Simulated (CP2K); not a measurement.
CdSe (Cadmoselite):

```
CELL_PARAMETERS angstrom
4.30000 0.00000 0.00000
-2.15000 3.72391 0.00000
0.00000 0.00000 7.02000
ATOMIC_POSITIONS crystal
Cd 0.66667 0.33333 0.50000
Cd 0.33333 0.66667 0.00000
Se 0.66667 0.33333 0.88500
Se 0.33333 0.66667 0.38500
```

Base run:

```yaml
Program: CP2K 2026.2
Functional: rev-vdW-DF2
Potentials_or_basis: POTENTIAL_UZH Cd GTH-PBE-q12, Se GTH-PBE-q6; TZVP-MOLOPT-PBE-GTH basis
Density_cutoff: 9184 eV
k_mesh: 7 × 7 × 4
Occupations: fermi-dirac, width 0.05 eV
Spin: no spin polarisation
```

Its results: band gap on the k mesh 0.58 eV, direct; pressure 3.0 GPa; largest force 0.317 eV/Å.

Q: The run is repeated on the same cell with these changes: functional from rev-vdW-DF2 to TPSS. What comes out?

A: Band gap on the k mesh 0.80 eV, direct; pressure 3.2 GPa; largest force 0.296 eV/Å.

Caveats: the potentials were made for another functional, which shifts forces and pressure; the basis of atomic orbitals isn't converged, which shifts pressures, moduli and gaps.

